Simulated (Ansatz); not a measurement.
# Si (R-3) in Ansatz: band structure with HSE06

Aim: the band structure of Si with HSE06.

All numbers are computed with Ansatz 0.2.0; they aren't measurements. Logs are shortened: lines on timing, memory, paths and dates and some standing lists are left out, and cuts for length are marked.

## (1) The crystal as given

Symmetry: R-3, No. 148, trigonal system. The conventional cell has a = 9.426 Å, b = 9.426 Å, c = 5.652 Å, α = 90.00°, β = 90.00°, γ = 120.00°. Si (site symmetry 1) is surrounded by 4 Si at 2.34 to 2.38 Å. Si (site symmetry 3) is surrounded by 4 Si at 2.38 to 2.41 Å.

This isn't the form of Si at room conditions, which is diamond.

## (2) Band structure, HSE06

The input, input:

```
crystal:
  lattice:
    - [4.7132352766, 2.7211876557, 1.8839989006]
    - [-4.7132352766, 2.7211876557, 1.8839989006]
    - [0.0, -5.4423753114, 1.8839989006]
  atoms:
    - { symbol: Si, position: [0.5187605, 0.01710242, 0.71491061] }
    - { symbol: Si, position: [0.28715485, 0.28715485, 0.28715485] }
    - { symbol: Si, position: [0.71491061, 0.5187605, 0.01710242] }
    - { symbol: Si, position: [0.4812395, 0.98289758, 0.28508939] }
    - { symbol: Si, position: [0.28508939, 0.4812395, 0.98289758] }
    - { symbol: Si, position: [0.71284515, 0.71284515, 0.71284515] }
    - { symbol: Si, position: [0.98289758, 0.28508939, 0.4812395] }
    - { symbol: Si, position: [0.01710242, 0.71491061, 0.5187605] }
hamiltonian:
  xc: hse06
  pseudopotentials: { kind: paw }
kpoints:
  mp_grid: { grid: [4, 4, 4] }
  band_path:
    path:
      - [0.0, 0.0, 0.0]
      - [0.3732783917, -0.6267216083, 0.3732783917]
      - [0.5, -0.5, 0.5]
      - [0.2465567833, 0.2465567833, 0.2465567833]
      - [0.0, 0.0, 0.0]
      - [0.5, -0.5, 0.0]
      - [0.6267216083, -0.3732783917, -0.3732783917]
      - [0.7534432167, -0.2465567833, -0.2465567833]
      - [0.5, 0.0, 0.0]
      - [0.5, -0.5, 0.5]
    npoints: 4
scf:
  occupations: { method: fermi_dirac, width: 0.05 }
  n_extra_bands: 20
output:
  forces: true
  stress: true
  eigenvalues: true
  fatbands: false
```

Potentials or basis: Ansatz PAW.

Standard output:

```text
Warning: output.stress: scf.convergence.dr2_threshold = 1e-7 eV (the SCF's general default) is looser than the 8e-10 eV advised for a printed stress (1e-10 eV for each atom of the cell: 8). What an SCF threshold leaves in a stress goes as its square root, and in the free energy as the threshold itself, and one threshold admits the most on a small cell: of the crystals measured, under no hybrid functional and no lock of the moments, on runs that ended without the residual-converged pass, on stresses that held no estimate of that error, the worst erred by over 100 MPa in a component at 1e-7 eV an atom and by under 5 at 1e-10. Set scf.convergence.dr2_threshold to 8e-10 eV or tighter. The threshold is an SCF's pass mark: one that does not reach it within its budget of iterations ends unconverged, or closes short of it on a stop that the run arms, and scf.convergence.dr2_threshold's page says what that costs each kind of run
Warning: output.stress: scf.exx.energy_threshold = 1e-6 eV is looser than the 8e-8 eV advised for a stress under a hybrid functional (1e-8 eV for each atom of the cell: 8). Every SCF of the exchange loop can meet its threshold on dr2 while the loop round them stops early: no threshold on dr2 bounds what that leaves in the stress. Set scf.exx.energy_threshold to 8e-8 eV or tighter. The threshold is the loop's pass mark: a loop that does not reach it within its budget of cycles ends unconverged, and scf.exx.energy_threshold's page has the law
scf.n_extra_bands = 20 over 16 filled bands (N_el = 32.0): the run solves 36 bands
GPUs: using 1 of 1 available (devices: 1).
Engine: ansatz 0.2.0, x86_64-unknown-linux-gnu
Pseudopotentials: kind: paw
Pseudopotential: Si, paw, valence charge 4, recommended cutoff 420 eV (normal), Si.paw.azcp
Functional definition: HSE06
  parameter a = 0.25
  parameter omega = 0.11/bohr
  exchange = pbe_x - a*pbe_x_sr(omega) + a*exact_x_sr(omega)
  correlation = pbe_c
device memory: the entry about to start is reckoned to put 1.5 GiB on a device that reports 58.3 GiB free (of which the cap on the GPU budget leaves the run 18.0 GiB)
GPU FFT provider: cuFFT
GPU libraries: cuBLAS 13.8.2, cuFFT 12.4.0, cuSOLVER 12.3.4
Crystal: 8 atoms, lattice volume = 144.980 Å³
Basis set: ecut = 420 eV, 2851 PW (Γ), exchange–correlation on 80×80×80 points (8 copies of the dense FFT grid, shifted against one another)
Bands: 36, of which v1, the nominal top of the filled ones, is band 16 counted from 1 (15 counted from 0)
Symmetry: 6 space group operations
Space group: R-3 (ITA 148), of the structure as read, at distance tolerance 5.3e-5 Å
k-points: 14 of 64
Non-local potential: Si, projectors of the file, l = 0: 2, l = 1: 2, l = 2: 2
PAW form: soft (Blöchl's): semilocal exchange-correlation on the pseudo side does not see the compensation charge
PAW frozen core: Si, regenerated for the run's functional, and the local potential with it (the file was generated under x = pbe(κ = 0.804, μ = 0.2195149727645171), c = pbe(β = 0.06672455060314922))
PAW one-centre angular grid: Si, 110 points (default); XC on 64 Gauss nodes
Initial density: superposition of atomic densities (neutral atoms: chi_scale 0, normalization atom), corrected by the library's trained network
Initial wavefunctions: pseudopotential atomic-orbital guess
GPU buffer pool allocated for 64000 grid points (all kernels)
GPU transforms: local potential and band sums: pruned to the plane-wave sphere, on 40×40×40
Functional: x = pbe(κ = 0.804, μ = 0.2195149727645171), c = pbe(β = 0.06672455060314922), warm-up for x = pbe(κ = 0.804, μ = 0.2195149727645171) + 0.25 (exact − pbe) at short range (hse, ω = 0.20786987370883472 Å⁻¹), c = pbe(β = 0.06672455060314922); HSE06 as pw.x's `hse` composes it (authors' and Libxc's form: `xc: wpbeh`)
SCF iter   1: F=—  HF=-5085.184715 eV  |F-HF|=—  |Δ(HF+E_count)|=         —  Δρ=2.26e-3  dr2=8.35e-3  ethr=1.77e-3  ⟨swp⟩=12.4  Hψ=2864  notcnv=0
preconditioner: auto → none  [insulator: Δε(μ)=0.162 eV  Ē_g=10.317 eV  σ=0.050 eV  W_gap=0.56  n_scr=18 (ndim 8)  ℏωp=17.4 eV  f_vac=0.000  D(μ)=0.51/eV (n_scr^D=0)]
SCF iter   2: F=—  HF=-5085.184283 eV  |F-HF|=—  |Δ(HF+E_count)|=   4.31e-4  Δρ=1.06e-3  dr2=1.28e-3  ethr=2.61e-5  ⟨swp⟩=4.9  Hψ=976  notcnv=0  defer=15
SCF iter   3: F=—  HF=-5085.184612 eV  |F-HF|=—  |Δ(HF+E_count)|=   3.28e-4  Δρ=3.10e-4  dr2=2.28e-4  ethr=3.99e-6  ⟨swp⟩=2.5  Hψ=753  notcnv=0
iter 4 solved again at ethr=2.56e-8 eV; its pass at ethr=7.14e-7 eV (dr2=8.21e-6 eV) is discarded
SCF iter   4: F=—  HF=-5085.184612 eV  |F-HF|=—  |Δ(HF+E_count)|=   6.43e-7  Δρ=9.09e-5  dr2=9.50e-6  ethr=2.56e-8  ⟨swp⟩=3.9  Hψ=1708  notcnv=0
SCF iter   5: F=—  HF=-5085.184617 eV  |F-HF|=—  |Δ(HF+E_count)|=   4.24e-6  Δρ=1.17e-5  dr2=2.62e-7  ethr=2.56e-8  ⟨swp⟩=3.0  Hψ=769  notcnv=0
SCF iter   6: F=—  HF=-5085.184617 eV  |F-HF|=—  |Δ(HF+E_count)|=   4.51e-8  Δρ=3.63e-6  dr2=2.27e-8  ethr=8.20e-10  ⟨swp⟩=3.3  Hψ=866  notcnv=0
SCF iter   7: F=—  HF=-5085.184617 eV  |F-HF|=—  |Δ(HF+E_count)|=   2.39e-9  Δρ=1.21e-6  dr2=3.41e-9  ethr=7.09e-11  ⟨swp⟩=3.1  Hψ=864  notcnv=0
SCF iter   8: F=-5085.184617 eV  HF=-5085.184617 eV  |F-HF|=1.49e-10  |Δ(HF+E_count)|=  9.69e-10  Δρ=3.19e-7  dr2=2.32e-10  ethr=1.06e-11  ⟨swp⟩=2.1  Hψ=732  notcnv=0
SCF 1 converged in 8 iterations: F = -5085.184617 eV  dr2 = 2.32e-10
device memory: the entry about to start is reckoned to put 2.1 GiB on a device that reports 58.3 GiB free (of which the cap on the GPU budget leaves the run 18.0 GiB)
GPU FFT provider: cuFFT
GPU libraries: cuBLAS 13.8.2, cuFFT 12.4.0, cuSOLVER 12.3.4
Initial density: handed on by an earlier stage of this run
Initial wavefunctions: those handed on with the density
GPU buffer pool allocated for 64000 grid points (all kernels)
GPU transforms: local potential and band sums: pruned to the plane-wave sphere, on 40×40×40
Functional: x = pbe(κ = 0.804, μ = 0.2195149727645171) + 0.25 (exact − pbe) at short range (hse, ω = 0.20786987370883472 Å⁻¹), c = pbe(β = 0.06672455060314922); HSE06 as pw.x's `hse` composes it (authors' and Libxc's form: `xc: wpbeh`)
Exchange kernel: α = 0.2500, screened, ω = 0.2079 Å⁻¹, Wigner–Seitz truncation, v(0) = 1046.5145 eV·Å³, q-mesh 4×4×4, nearest image of the exchange supercell L = 22.61 Å, pair-density grid 24×24×24, without the augmentation charges, whose exchange is taken in its separable form by FFT convolution over the k-point mesh (sized by the pseudopotential files, 32×32×32 at the most), smooth part of the exact exchange by density-matrix convolution in up to 2.43 GiB of GPU memory as planned if the GPU has room (build and FFT work areas not counted)
Frozen-core exchange: fock
iter 1 solved again at ethr=4.37e-5 eV; its pass at ethr=1.00e-1 eV (dr2=1.40e-2 eV) is discarded
SCF iter   1: F=—  HF=-5088.914879 eV  |F-HF|=—  |Δ(HF+E_count)|=         —  Δρ=3.68e-3  dr2=1.71e-2  ethr=4.37e-5  ⟨swp⟩=4.9  Hψ=2709  notcnv=0
preconditioner: auto → none  [insulator: Δε(μ)=0.180 eV  Ē_g=11.721 eV  σ=0.050 eV  W_gap=0.71  n_scr=18 (ndim 8)  ℏωp=17.4 eV  f_vac=0.000  D(μ)=0.37/eV (n_scr^D=0)]
SCF iter   2: F=—  HF=-5088.908579 eV  |F-HF|=—  |Δ(HF+E_count)|=   6.30e-3  Δρ=1.62e-3  dr2=5.27e-3  ethr=4.37e-5  ⟨swp⟩=2.0  Hψ=729  notcnv=0
SCF iter   3: F=—  HF=-5088.922949 eV  |F-HF|=—  |Δ(HF+E_count)|=   1.44e-2  Δρ=8.19e-4  dr2=1.31e-3  ethr=8.52e-6  ⟨swp⟩=3.1  Hψ=879  notcnv=0
SCF iter   4: F=—  HF=-5088.922567 eV  |F-HF|=—  |Δ(HF+E_count)|=   3.82e-4  Δρ=1.09e-4  dr2=1.08e-4  ethr=3.51e-6  ⟨swp⟩=3.4  Hψ=772  notcnv=0
SCF iter   5: F=—  HF=-5088.922893 eV  |F-HF|=—  |Δ(HF+E_count)|=   3.26e-4  Δρ=1.33e-4  dr2=3.29e-5  ethr=1.49e-7  ⟨swp⟩=4.1  Hψ=1083  notcnv=0
SCF iter   6: F=-5088.922882 eV  HF=-5088.922884 eV  |F-HF|=1.46e-6  |Δ(HF+E_count)|=   9.40e-6  Δρ=2.44e-5  dr2=4.52e-6  ethr=8.72e-8  ⟨swp⟩=3.1  Hψ=897  notcnv=0  defer=2
SCF 2 stopped early in 6 iterations: F = -5088.922882 eV  dr2 = 4.52e-6
  Residual-converged pass: ⟨swp⟩=4.0  Hψ=1168  notcnv=0  max |occ|·‖R‖ = 6.0e-6 eV (tolerance 6.7e-6 eV)  dr2=4.44e-6  dr2_onsite=1.23e-8  max |Δocc| = 4.5e-9
hybrid outer 1: dexx = +1.839e-2 eV, tail = 1.41e-5 eV
GPU FFT provider: cuFFT
GPU libraries: cuBLAS 13.8.2, cuFFT 12.4.0, cuSOLVER 12.3.4
GPU buffer pool allocated for 64000 grid points (all kernels)
GPU transforms: local potential and band sums: pruned to the plane-wave sphere, on 40×40×40
Exchange kernel: α = 0.2500, screened, ω = 0.2079 Å⁻¹, Wigner–Seitz truncation, v(0) = 1046.5145 eV·Å³, q-mesh 4×4×4, nearest image of the exchange supercell L = 22.61 Å, pair-density grid 24×24×24, without the augmentation charges, whose exchange is taken in its separable form by FFT convolution over the k-point mesh (sized by the pseudopotential files, 32×32×32 at the most), smooth part of the exact exchange by density-matrix convolution in up to 2.43 GiB of GPU memory as planned if the GPU has room (build and FFT work areas not counted)
Frozen-core exchange: fock
SCF iter   1: F=—  HF=-5088.922849 eV  |F-HF|=—  |Δ(HF+E_count)|=         —  Δρ=2.22e-5  dr2=1.62e-6  ethr=2.21e-7  ⟨swp⟩=6.6  Hψ=1632  notcnv=0
preconditioner: auto → none  [insulator: Δε(μ)=0.252 eV  Ē_g=11.730 eV  σ=0.050 eV  W_gap=0.85  n_scr=18 (ndim 8)  ℏωp=17.4 eV  f_vac=0.000  D(μ)=0.21/eV (n_scr^D=0)]
SCF iter   2: F=—  HF=-5088.922849 eV  |F-HF|=—  |Δ(HF+E_count)|=   3.96e-7  Δρ=6.37e-6  dr2=5.52e-8  ethr=3.92e-9  ⟨swp⟩=2.7  Hψ=746  notcnv=0
SCF iter   3: F=—  HF=-5088.922849 eV  |F-HF|=—  |Δ(HF+E_count)|=   1.91e-7  Δρ=3.62e-6  dr2=2.52e-8  ethr=6.45e-11  ⟨swp⟩=5.9  Hψ=1574  notcnv=0  defer=4
SCF iter   4: F=—  HF=-5088.922849 eV  |F-HF|=—  |Δ(HF+E_count)|=   6.90e-9  Δρ=4.53e-7  dr2=1.08e-9  ethr=6.45e-11  ⟨swp⟩=2.1  Hψ=733  notcnv=0
SCF iter   5: F=-5088.922849 eV  HF=-5088.922849 eV  |F-HF|=2.26e-10  |Δ(HF+E_count)|=   5.02e-9  Δρ=4.21e-7  dr2=3.77e-10  ethr=1.00e-12  ⟨swp⟩=4.0  Hψ=1094  notcnv=0
SCF 3 converged in 5 iterations: F = -5088.922849 eV  dr2 = 3.77e-10
  Residual-converged pass: ⟨swp⟩=2.7  Hψ=757  notcnv=0  max |occ|·‖R‖ = 2.5e-7 eV (tolerance 2.7e-7 eV)  dr2=3.76e-10  dr2_onsite=2.55e-12  max |Δocc| = 5.1e-14
hybrid outer 2: dexx = +2.574e-7 eV, tail = 2.33e-9 eV, Δε = 1.09e-3 eV (about 1.93e-5 eV left of the loop's levels), ΔF = 3.07e-3 eV/Å (tail 2.19e-4)
device memory: the entry about to start is reckoned to put 0.9 GiB on a device that reports 58.3 GiB free (of which the cap on the GPU budget leaves the run 18.0 GiB)
NSCF: frozen V_eff on 37 k-points
hybrid SCF converged: 2 outer / 11 inner (+8 warm-up), last move |dexx| = 2.57e-7 eV, tail = 2.33e-9 eV
Stability not checked: this state was not tested for a lower state beside it, because the functional holds exact exchange (a hybrid, or Hartree-Fock), whose exchange loop this test does not read (fock_operator; see scf.lower_state_search)
Free energy (F): -5088.922849 eV
Frozen-core exchange: fock
Harris-Foulkes:  -5088.922849 eV  (|F-HF|=2.26e-10)
Internal energy: -5088.920819 eV  (E = F + TS)
E sigma→0 (E₀):  -5088.921834 eV
Entropy (-TS):   -0.002030 eV (-0.254 meV/atom)
Fermi energy:    7.570717 eV
--- Per-component energies (eV) ---
  E_band       = 44.851620
  E_kinetic    = 322.849321
  E_local      = -139.564622  (includes V_loc(G=0)·N_el)
  E_nonlocal   = 201.167567
  E_hartree    = 40.269644
  E_xc         = -360.639159
  E_vxc        = -306.431305  (∫ρ·V_xc dr)
  E_exx        = -44.248466  (= α·E_x^exact, valence–valence)
  E_paw        = -4141.300358  (= ΣΔE_a)
  E_vpaw       = -25.211772  (= ΣTr[D̂ρ^β])
  E_aug_tail   = 0.000049  (compensation charges beyond the density's cutoff)
  E_ewald      = -966.981866
  E_core_change = -0.472931  (= ΣΔE_core)
  E_smearing   = -0.002030  (= −TS)
  E_closure    = -0.000000  (closes the sum)
  Σ components = -5088.922849   (vs F -5088.922849, Δ=-9.09e-13)
--- Forces (eV/Å), atoms counted from 1 ---
  atom   1  Si     0.00569391     0.00708885     0.02275668
  atom   2  Si     0.00000000    -0.00000000     0.05351172
  atom   3  Si    -0.00898608     0.00138664     0.02275668
  atom   4  Si    -0.00569391    -0.00708885    -0.02275668
  atom   5  Si     0.00898608    -0.00138664    -0.02275668
  atom   6  Si    -0.00000000     0.00000000    -0.05351172
  atom   7  Si    -0.00329217     0.00847550    -0.02275668
  atom   8  Si     0.00329217    -0.00847550     0.02275668
  max |Σ_I F_I| component: 6.94e-18 eV/Å
--- Stress (GPa, compression-positive) ---
       -0.983130       0.000000       0.000000
       -0.000000      -0.983130      -0.000000
        0.000000      -0.000000      -0.484696
  P = ⅓ Tr σ = -0.8170 GPa (-8.170 kbar)
--- Band table (eV; the first three rows and the last of 14) ---
  k-point 0: bands = ["-6.8783", "-1.9229", "-1.4989", "-1.4989", "-1.2122", "0.1032", "0.1032", "0.2394", "1.9445", "1.9445", "2.5633", "2.9217", "2.9217", "5.8086", "5.8086", "6.3849", "9.6648", "9.9149", "9.9149", "12.0556", "12.0556", "12.8015", "13.0828", "13.0828", "13.4614", "13.9166", "13.9166", "14.2317", "14.9152", "15.0174", "15.0174", "16.1237", "16.4014", "16.4014", "16.6870", "16.6870"]
  k-point 1: bands = ["-6.4665", "-3.1527", "-2.3374", "-1.8181", "-1.4309", "-0.2008", "0.5366", "1.5241", "1.7064", "2.8674", "3.6867", "4.0502", "4.5842", "4.8168", "4.9629", "6.1702", "9.5579", "9.9118", "10.3671", "10.6884", "11.3676", "11.5657", "12.0033", "12.3284", "12.7898", "13.2237", "13.4768", "14.2603", "14.4614", "14.8690", "15.0753", "15.5044", "16.0975", "16.6140", "16.8848", "17.0456"]
  k-point 2: bands = ["-5.5763", "-4.7139", "-2.6593", "-2.1261", "-1.5858", "-0.4789", "1.5110", "1.7890", "2.5235", "2.7212", "4.5658", "4.6074", "5.3156", "5.4519", "5.7828", "6.1461", "7.7075", "8.7683", "9.9043", "10.0843", "10.1417", "10.4719", "11.6629", "12.3622", "12.8190", "12.8191", "13.4312", "13.6595", "15.0665", "15.4307", "15.6928", "16.2298", "16.2727", "16.4155", "17.0365", "17.0656"]
  k-point 13: bands = ["-4.1829", "-4.1829", "-3.9258", "-2.9971", "-2.4330", "-2.4330", "2.6655", "3.6561", "3.6561", "3.6633", "4.1121", "4.1121", "4.7638", "5.2088", "7.4558", "7.4558", "9.5147", "10.3420", "10.6754", "10.6754", "10.8720", "10.8720", "10.9081", "11.1760", "11.9841", "11.9841", "12.1030", "12.1808", "12.6741", "12.6741", "13.8329", "13.8329", "14.3404", "15.5999", "15.5999", "15.6499"]
```

Run time: 72 s. Hardware: 1 × NVIDIA H100 80GB HBM3 with 2 threads of AMD EPYC 7R13 (Zen 3), shared host; peak memory 2 GiB.

What came out:

| Item | Value |
| --- | --- |
| Free energy | -5088.9228 eV |
| Pressure | -0.8 GPa |
| Largest force | 0.054 eV/Å |
| Band gap on the k mesh | 0.25 eV, indirect (least direct gap 1.56 eV) |
| Band gap along the path | 0.25 eV, indirect (least direct gap 1.22 eV) |

Forces on the atoms (eV/Å):
```
Si   0.006  0.007  0.023
Si   0.000  0.000  0.054
Si  -0.009  0.001  0.023
Si  -0.006 -0.007 -0.023
Si   0.009 -0.001 -0.023
Si   0.000  0.000 -0.054
Si  -0.003  0.008 -0.023
Si   0.003 -0.008  0.023
```

Levels at the corners of the path, in eV from the valence-band top:
```tsv
point	band 14	band 15	band 16	band 17	band 18	band 19
Γ	-1.65	-1.65	-1.07	2.21	2.46	2.46
P	-1.90	-1.18	-1.18	0.36	1.77	1.77
Z	-2.25	0.00	0.00	2.06	2.89	3.22
Q	-2.79	-2.79	-2.45	1.96	2.35	2.35
Γ	-1.65	-1.65	-1.07	2.21	2.46	2.46
F	-2.16	-1.94	-1.48	0.77	1.24	1.75
P1	-1.90	-1.18	-1.18	0.36	1.77	1.77
Q1	-2.79	-2.79	-2.45	1.96	2.35	2.35
L	-2.00	-1.67	-1.31	0.25	1.31	2.45
Z	-2.25	0.00	0.00	2.06	2.89	3.22
```

Caveat: the PAW data sets come from PBE, with cores solved anew for the run's functional, which leaves a small shift of forces and pressure; the thresholds are loose for stress.
